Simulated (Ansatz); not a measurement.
## Compressing TiO$_{2}$: a fit and a missing row

TiO$_{2}$, P4_2/mnm, a = 4.643 Å, c = 2.964 Å. The compound has several low-lying forms, and this is one of them. Ansatz: PBE, PAW, 420 eV, Γ-centred 6×6×10 mesh on 6 atoms, Gaussian smearing 0.02 eV; no spin polarisation. Shape and atoms are relaxed at each volume; pressure is positive in compression.

| V (Å³/atom) | P (GPa) |
| --- | --- |
| 9.372 | 35.72 |
| 9.692 | 24.35 |
| 10.011 | 14.77 |
| 10.331 | ? |
| 10.650 | 0.01 |
| 10.970 | -5.49 |
| 11.289 | -9.90 |
| 11.715 | -14.28 |

Problem. Take V0 = 10.650 Å³/atom, count pressures from its P0 = 0.01 GPa, fit the third-order Birch–Murnaghan form to the other rows, and predict the missing pressure.

Solution. With the Eulerian strain f = ½[(V0/V)^(2/3) − 1] and y = (P − P0)/[3f(1 + 2f)^(5/2)], the form is the line y = B0 + 1.5 B0 (B0′ − 4) f. Rows (f, y): 0.04448, 216.3; 0.03243, 213.8; 0.02106, 210.7; -0.00977, 197.1; -0.01905, 191.1; -0.03078, 181.4. Means f = 0.006395, y = 201.73; Σ(Δf)² = 0.004634, ΣΔfΔy = 2.102; the slope is their ratio. y = 198.8 + 453.5 f GPa, so B0 = 198.8 GPa and B0′ = 4 + 2 × (453.5)/(3 × 198.8) = 5.52. At V = 10.331, f = 0.01024, y = 203.44 and P = 6.58 GPa. The run gave 6.71 GPa, so the fit is 0.13 GPa too low, within the rms miss on the fitted rows (0.23 GPa).